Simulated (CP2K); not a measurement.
Crystal: Ge.

```
Ge
1.0
     2.71047    0.00000    0.00000
     0.00000    2.71047    0.00000
     0.00000    0.00000    2.71047
Ge
1
Direct
  0.00000 0.00000 0.00000
```

The cell was built by a generator and needn't be a form met in nature.

Base run:

| Property | Result |
| --- | --- |
| Program | CP2K 2026.2 |
| Functional | rev-vdW-DF2 |
| Potentials or basis | POTENTIAL_UZH Ge GTH-PBE-q4; TZVP-MOLOPT-PBE-GTH basis |
| Density cutoff | 9184 eV |
| k mesh | 10 × 10 × 10 |
| Occupations | fermi-dirac, width 0.05 eV |
| Spin | no spin polarisation |

Its results: band gap on the k mesh none (metal or under the smearing width); pressure 1.7 GPa.

Q: The run is repeated on the same cell with these changes: functional from rev-vdW-DF2 to WC. What comes out?

A: Band gap on the k mesh none (metal or under the smearing width); pressure -0.3 GPa.

Caveats: the potentials were made for another functional, which shifts forces and pressure; the basis of atomic orbitals isn't converged, which shifts pressures, moduli and gaps.
